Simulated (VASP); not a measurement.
Wanted: the native input for a VASP 6.6.1 run.

```yaml
Task: work function
Functional: PBEsol
Potentials_or_basis: VASP PAW PBE potentials, release 64 (Ti_sv, C)
Cutoff: 520 eV
k_mesh: 10 × 10 × 1
Occupations: methfessel-paxton, width 0.1 eV
Spin: no spin polarisation
Dipole_correction: yes
Further_INCAR_settings: ALGO = Fast; EDIFF = 1e-06
```

The structure of TiC lies in POSCAR:

```
TiC
1.0
    3.0537113450      0.0000000000      0.0000000000
    0.0000000000      3.0537113450      0.0000000000
    0.0000000000      0.0000000000     28.9558000000
Ti C
7 7
Direct
    0.5000000000      0.5000000000      0.2762831626
    0.0000000000      0.0000000000      0.3508554417
    0.5000000000      0.5000000000      0.4254277209
    0.0000000000      0.0000000000      0.5000000000
    0.5000000000      0.5000000000      0.5745722791
    0.0000000000      0.0000000000      0.6491445583
    0.5000000000      0.5000000000      0.7237168374
    0.0000000000      0.0000000000      0.2762831626
    0.5000000000      0.5000000000      0.3508554417
    1.0000000000      0.0000000000      0.4254277209
    0.5000000000      0.5000000000      0.5000000000
    0.0000000000      0.0000000000      0.5745722791
    0.5000000000      0.5000000000      0.6491445583
    0.0000000000      1.0000000000      0.7237168374
```

The input as run:

INCAR

```
ALGO     = Fast           # electronic algorithm
DIPOL    = 0.5 0.5 0.500
EDIFF    = 1E-6           # SCF threshold, eV
ENCUT    = 520            # plane-wave cutoff, eV
GGA      = PS             # functional
IDIPOL   = 3            
ISIF     = 2              # what is computed and relaxed
ISMEAR   = 1              # smearing method
KPAR     = 8            
LASPH    = T              # aspherical terms in the spheres
LCHARG   = T              # write CHGCAR
LDIPOL   = T            
LREAL    = F              # projectors in reciprocal space
LVACPOTAV= T            
LVHAR    = T            
LWAVE    = F              # write WAVECAR
NELM     = 60             # most SCF steps
PREC     = Accurate       # precision mode
SIGMA    = 0.1            # smearing width, eV
```

KPOINTS

```
k-points
0
Gamma
  10 10 1
```

Potentials or basis: VASP PAW PBE potentials, release 64 (Ti_sv, C).

Run with:

```sh
$ cat potpaw_PBE.64/Ti_sv/POTCAR potpaw_PBE.64/C/POTCAR > POTCAR
$ mpirun -np 8 vasp_std > vasp.out
```

It gave:

The largest force is 1.600 eV/Å, the band gap on the k mesh is none (metal or under the smearing width) and the work function of the upper face is 4.21 eV. The work function of the lower face is 4.21 eV.

Caveat: the PAW data sets were made with another functional, which shifts forces and pressure a little.

It took 7.9 min on 8 MPI ranks on Intel(R) Xeon(R) Platinum 8375C CPU @ 2.90GHz (Ice Lake), with other jobs on the host, peak memory 0.52 GiB a rank.
